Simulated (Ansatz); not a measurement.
# AlCo (Pm-3m) in Ansatz: a series of runs, part 2 of 2

Ansatz 0.2.0.

## 3. Equation of state, r2SCAN+D3(BJ)+ATM, collinear spin, ferromagnetic start (volume scaled by 0.8)

The input, run.py:

```python
import json

import ase.io
import numpy as np
from ase.calculators.calculator import CalculationFailed, Calculator
from ase.stress import full_3x3_to_voigt_6_stress
from ase.units import GPa
from ase.eos import EquationOfState

import ansatz as az

class AnsatzCalculator(Calculator):
    implemented_properties = ["energy", "free_energy", "forces", "stress", "magmom"]

    def calculate(self, atoms, properties, system_changes):
        super().calculate(atoms, properties, system_changes)
        structure = atoms.copy()
        structure.set_constraint()
        structure.set_momenta(None)
        structure.set_masses(None)
        outcome = (
            az.Crystal.from_ase(structure)
            .calculation()
            .basis(xc_grid=3)
            .kpoints(9, 9, 9)
            .functional("r2scan", dispersion="d3bjatm")
            .pseudopotentials(kind="paw")
            .spin("collinear")
            .scf(tolerance=2e-10)
            .occupations(method="fermi_dirac", width=0.05)
            .forces()
            .stress()
            .run(threads=2)
        )
        if not outcome.report["converged"]:
            raise CalculationFailed("SCF not converged")
        report = outcome.report
        self.results = {
            "free_energy": report["lagrangian_ev"],
            "energy": report["lagrangian_ev"],
            "forces": np.array(report["forces_ev_ang"]),
            "stress": -GPa * full_3x3_to_voigt_6_stress(report["stress_gpa"]),
            "magmom": report["magnetization_mub"],
        }

np.set_printoptions(precision=5, suppress=True, linewidth=110)
atoms = ase.io.read("AlCo.cif")
atoms.info.pop("occupancy", None)
atoms.set_initial_magnetic_moments([2.0, 0.0])
atoms.calc = AnsatzCalculator()
cell = atoms.cell.copy()
volumes, energies = [], []
for x in (0.94, 0.96, 0.98, 1.0, 1.02, 1.04, 1.06):
    atoms.set_cell(cell * x ** (1 / 3), scale_atoms=True)
    volumes.append(atoms.get_volume() / len(atoms))
    energies.append(atoms.get_potential_energy() / len(atoms))
    print(f"x {x:.2f}  V = {volumes[-1]:.4f} A^3/atom  E = {energies[-1]:.6f} eV/atom  P = {-atoms.get_stress()[:3].mean() / GPa:.3f} GPa")
v0, e0, b0 = EquationOfState(volumes, energies, eos="murnaghan").fit()
print(f"V0 = {v0:.4f} A^3/atom, E0 = {e0:.6f} eV/atom, B0 = {b0 / GPa:.2f} GPa")
```

The input, AlCo.cif:

```cif
data_AlCo
_cell_length_a 2.61730209
_cell_length_b 2.61730209
_cell_length_c 2.61730209
_cell_angle_alpha 90.00000000
_cell_angle_beta 90.00000000
_cell_angle_gamma 90.00000000
_space_group_name_H-M_alt 'P1'
_space_group_name_Hall 'P 1'
_space_group_IT_number 1
loop_
_space_group_symop_operation_xyz
'x,y,z'
loop_
_atom_site_label
_atom_site_type_symbol
_atom_site_symmetry_multiplicity
_atom_site_Wyckoff_symbol
_atom_site_fract_x
_atom_site_fract_y
_atom_site_fract_z
_atom_site_occupancy
Co1 Co 1 a 0.5000000000 0.5000000000 0.5000000000 1
Al1 Al 1 a 0.0000000000 0.0000000000 0.0000000000 1
```

Potentials or basis: Ansatz PAW.

The run is started by

```
$ python run.py
```

The program printed:

```text
DeckWarning: basis.ecutwfc = 500 eV, auto-derived from the records' recommended cutoffs: set by Co (their level for a meta-GGA)
PlacementWarning: RAYON_NUM_THREADS=2 ignored (pool sized by the plan → 2); use plan(threads=…)
RunWarning: the starting moments were not kept: the SCF closed with an absolute magnetisation of 5.8e-6 μB, where they sum to 2 μB in size (1 site). That is at most 0.1 of that sum. Measured as dr2_m measures the in/out step, that magnetisation stands 5.8e-11 eV from none, at or under the dr2_threshold of 2.0e-10 eV: it is no larger than a step whose dr2_m would equal this threshold. The system may hold no moment; this SCF shows [...]
x 0.94  V = 8.4267 A^3/atom  E = -2835.996395 eV/atom  P = 102.368 GPa
RunWarning: the starting moments were not kept: the SCF closed with an absolute magnetisation of 6.2e-6 μB, where they sum to 2 μB in size (1 site). That is at most 0.1 of that sum. Measured as dr2_m measures the in/out step, that magnetisation stands 6.7e-11 eV from none, at or under the dr2_threshold of 2.0e-10 eV: it is no larger than a step whose dr2_m would equal this threshold. The system may hold no moment; this SCF shows [...]
x 0.96  V = 8.6060 A^3/atom  E = -2836.104279 eV/atom  P = 90.625 GPa
RunWarning: the starting moments were not kept: the SCF closed with an absolute magnetisation of 3.9e-6 μB, where they sum to 2 μB in size (1 site). That is at most 0.1 of that sum. Measured as dr2_m measures the in/out step, that magnetisation stands 2.7e-11 eV from none, at or under the dr2_threshold of 2.0e-10 eV: it is no larger than a step whose dr2_m would equal this threshold. The system may hold no moment; this SCF shows [...]
x 0.98  V = 8.7853 A^3/atom  E = -2836.199615 eV/atom  P = 79.913 GPa
RunWarning: the starting moments were not kept: the SCF closed with an absolute magnetisation of 1.2e-5 μB, where they sum to 2 μB in size (1 site). That is at most 0.1 of that sum. The system's moment may be that small; this SCF shows only that its start led to no larger one. To try another start: change the starting moments (crystal.atoms[].spin, magnetization.per_species, magnetization.initial_magnetization, or on a non-colli [...]
x 1.00  V = 8.9646 A^3/atom  E = -2836.283479 eV/atom  P = 70.130 GPa
RunWarning: the starting moments were not kept: the SCF closed with an absolute magnetisation of 3.7e-6 μB, where they sum to 2 μB in size (1 site). That is at most 0.1 of that sum. Measured as dr2_m measures the in/out step, that magnetisation stands 2.4e-11 eV from none, at or under the dr2_threshold of 2.0e-10 eV: it is no larger than a step whose dr2_m would equal this threshold. The system may hold no moment; this SCF shows [...]
x 1.02  V = 9.1439 A^3/atom  E = -2836.356888 eV/atom  P = 61.191 GPa
RunWarning: the starting moments were not kept: the SCF closed with an absolute magnetisation of 7.8e-6 μB, where they sum to 2 μB in size (1 site). That is at most 0.1 of that sum. Measured as dr2_m measures the in/out step, that magnetisation stands 1.0e-10 eV from none, at or under the dr2_threshold of 2.0e-10 eV: it is no larger than a step whose dr2_m would equal this threshold. The system may hold no moment; this SCF shows [...]
x 1.04  V = 9.3232 A^3/atom  E = -2836.420722 eV/atom  P = 53.014 GPa
RunWarning: the starting moments were not kept: the SCF closed with an absolute magnetisation of 3.9e-6 μB, where they sum to 2 μB in size (1 site). That is at most 0.1 of that sum. Measured as dr2_m measures the in/out step, that magnetisation stands 2.4e-11 eV from none, at or under the dr2_threshold of 2.0e-10 eV: it is no larger than a step whose dr2_m would equal this threshold. The system may hold no moment; this SCF shows [...]
x 1.06  V = 9.5025 A^3/atom  E = -2836.475796 eV/atom  P = 45.529 GPa
UserWarning: The minimum volume of your fit is not in your volumes.  You may not have a minimum in your dataset!
V0 = 11.0912 A^3/atom, E0 = -2836.675451 eV/atom, B0 = 222.01 GPa
```

engine_input.yaml:

```text
crystal:
  lattice:
    - [2.5638727696762063, 0.0, 0.0]
    - [0.0, 2.5638727696762063, 0.0]
    - [0.0, 0.0, 2.5638727696762063]
  atoms:
    - { symbol: Co, position: [0.5000000000000001, 0.5000000000000001, 0.5000000000000001], spin: 2.0 }
    - { symbol: Al, position: [0.0, 0.0, 0.0], spin: 0.0 }
basis:
  xc_grid: 3
kpoints:
  mp_grid:
    grid: [9, 9, 9]
hamiltonian:
  xc: r2scan
  dispersion: d3bjatm
  pseudopotentials:
    kind: paw
magnetization:
  spin_polarized: true
scf:
  convergence:
    dr2_threshold: 2.0e-10
  occupations:
    method: fermi_dirac
    width: 0.05
output:
  forces: true
  stress: true
```

Wall time 48 s (2 threads of Arm Neoverse N1, shared host); peak memory 0.45 GiB.

Results:

| Quantity | Value |
| --- | --- |
| Equilibrium volume | outside the volumes run |

Energy against volume, from the lowest point:
| volume (Å³/atom) | energy (meV/atom) |
| --- | --- |
| 8.427 | 479.40 |
| 8.606 | 371.52 |
| 8.785 | 276.18 |
| 8.965 | 192.32 |
| 9.144 | 118.91 |
| 9.323 | 55.07 |
| 9.502 | 0.00 |

Caveat: the magnetic or orbital state may not be the lowest; the PAW data sets were made with another functional, which shifts forces and pressure a little; the starting moments weren't kept.

## 4. Single point, PBE+D3(BJ)+U, collinear spin, ferromagnetic start, 11.21 Å³/atom

The input, input.yaml:

```yaml
crystal:
  lattice:
    - [2.81940321, 0.0, 0.0]
    - [0.0, 2.81940321, 0.0]
    - [0.0, 0.0, 2.81940321]
  atoms:
    - { symbol: Co, position: [0.5, 0.5, 0.5], spin: 2.0 }
    - { symbol: Al, position: [0.0, 0.0, 0.0] }
hamiltonian:
  xc: pbe
  pseudopotentials: { kind: nc }
  dispersion: d3bj
  hubbard:
    sites: [{ species: Co, l: d, u_eff: 7.0 }]
    projectors: all-electron-ortho-atomic
    double_counting: fll
magnetization:
  spin_polarized: true
kpoints:
  mp_grid: { grid: [9, 9, 9] }
scf:
  occupations: { method: fermi_dirac, width: 0.15 }
output:
  forces: true
  stress: true
  eigenvalues: true
```

Potentials or basis: PseudoDojo standard (PBE files) with Ansatz NC.

The run is started by

```
$ ansatz run input.yaml --threads 2 --pin off --max-ram 5120MiB --backend cpu --events-out ev --progress --plain --runs-dir out
```

Wall time 14 s (2 threads of Arm Neoverse N1, shared host); peak memory 0.41 GiB.

Results (log left out):

| Item | Value |
| --- | --- |
| Free energy | -4329.4151 eV |
| Pressure | 28.7 GPa |
| Band gap on the k mesh | none (metal or under the smearing width) |
| Net moment | 1.51 μB per cell |
| Absolute moment | 1.80 μB per cell |
| Site moments | Co +1.62; Al -0.06 μB |

Caveat: the magnetic or orbital state may not be the lowest; a pressure of tens of GPa on the cell as given is suspect, and the run, the potentials or the cell itself is likely at fault; pairwise dispersion overbinds metals, which lowers pressure and volume; the U is typed as a test and isn't derived for this compound.

## 5. Density of states, PBEsol+D3(BJ)+U, collinear spin, ferromagnetic start (atoms moved at random, drawn with an rms of 0.1 Å)

The input, run.py:

```python
import json

import ase.io
import numpy as np

import ansatz as az

atoms = ase.io.read("POSCAR", format="vasp")
atoms.set_initial_magnetic_moments([2.0, 0.0])

calculation = (
    az.Crystal.from_ase(atoms)
    .calculation()
    .kpoints(7, 7, 7)
    .functional("pbesol", dispersion="d3bj")
    .pseudopotentials(kind="paw")
    .hubbard(double_counting="fll")
    .hubbard("Co", "d", u_eff=1.0)
    .spin("collinear")
    .scf(extra_bands=6)
    .occupations(method="tetrahedron")
    .density()
    .potential()
    .output_files(volumetric_format="npy")
    .electron_localization_function()
    .density_of_states(energy_step=0.05, projected=False, nscf_kmesh=(11, 11, 11))
    .forces()
    .stress()
)
outcome = calculation.run(threads=2, events_out="events.jsonl")

report = outcome.report
for line in open("events.jsonl"):
    event = json.loads(line)
    if event["event"] == "scf_iter":
        d = event["data"]
        print(f"SCF {d['iter']:3d}  HF = {d['harris_foulkes_ev']:.6f} eV  dr2 = {d['dr2_ev']:.2e} eV")
    elif event["event"] in ("relax_step", "md_step"):
        d = event["data"]
        print(f"{event['event']} {d['step']:3d}  E = {d['lagrangian_ev']:.6f} eV")
np.set_printoptions(precision=5, suppress=True, linewidth=110)
print("converged:", report["converged"], "after", report["n_iterations"], "iterations")
print(f"free energy {report['free_energy_ev']:.6f} eV, Fermi level {report['fermi_energy_ev']:.4f} eV")
for key in ("band_edges_ev", "magnetization_mub", "site_moments_mub", "site_moments_nc_mub", "forces_ev_ang",
                "stress_gpa", "kpoints_frac", "eigenvalues_ev"):
    if report.get(key) is not None:
        print(key, np.array(report[key]), sep="\n")
```

The input, POSCAR:

```
AlCo
1.0
    2.8194032100      0.0000000000      0.0000000000
    0.0000000000      2.8194032100      0.0000000000
    0.0000000000      0.0000000000      2.8194032100
Co Al
1 1
Direct
    0.4944350000      0.4749640000      0.4926540000
   -0.0086350000      0.0043920000     -0.0194870000
```

Potentials or basis: Ansatz PAW.

The run is started by

```
$ python run.py
```

Run time: 47 s. Hardware: 2 threads of Arm Neoverse N1, shared host; peak memory 0.66 GiB.

The run converged. Its results:

| Quantity | Value |
| --- | --- |
| Free energy | -5618.8515 eV |
| Pressure | -5.6 GPa |
| Largest force | 0.709 eV/Å |
| Band gap on the k mesh | none (metal or under the smearing width) |
| Net moment | 0.00 μB per cell |
| Absolute moment | 0.00 μB per cell |
| Density of states at the Fermi level | 0.59 states/eV per cell |

Forces in eV/Å, atoms in the order of the input:
```
Co  -0.069  0.650 -0.273
Al   0.069 -0.650  0.273
```

Stress tensor (GPa, compression positive):
```
-5.49 -0.13  0.06
-0.13 -5.87 -0.53
 0.06 -0.53 -5.55
```

Levels at points of the mesh, in eV from the Fermi level:
Spin up:
```
           k point  band 6  band 7  band 8  band 9  band 10  band 11  band 12  band 13  band 14  band 15
(0.00, 0.00, 0.00)   -3.26   -3.25   -1.11   -1.10    -1.10     6.08     6.09     6.10     8.88     8.89
```
Spin down:
```tsv
k point	band 8	band 9	band 10	band 11	band 12	band 13
(0.00, 0.00, 0.00)	-1.11	-1.10	-1.10	6.08	6.09	6.10
```

States per cell in windows of 1 eV (zero at the Fermi level; states under -8 eV left out):
```tsv
from (eV)	up	down
-8.0	0.21	0.21
-7.0	0.25	0.25
-6.0	0.32	0.32
-5.0	0.48	0.48
-4.0	0.91	0.91
-3.0	1.17	1.17
-2.0	2.12	2.12
-1.0	0.24	0.24
0.0	0.59	0.59
1.0	0.25	0.25
2.0	0.16	0.16
3.0	0.39	0.39
4.0	0.42	0.42
5.0	0.39	0.39
6.0	0.46	0.46
7.0	0.43	0.43
```

Eigenvalues of the final occupation matrices:
```tsv
site	spin	trace	eigenvalues
site 1	1	4.07	0.71 0.71 0.88 0.88 0.88
site 1	2	4.07	0.71 0.71 0.88 0.88 0.88
```

Caveat: the magnetic or orbital state may not be the lowest; the starting moments collapsed, and a magnetic state may lie lower; pairwise dispersion overbinds metals, which lowers pressure and volume; the U is typed as a test and isn't derived for this compound; with tetrahedron occupations forces and stress needn't match the slope of the energy; the starting moments weren't kept. The state reached can hang on the start; a lower one may exist.
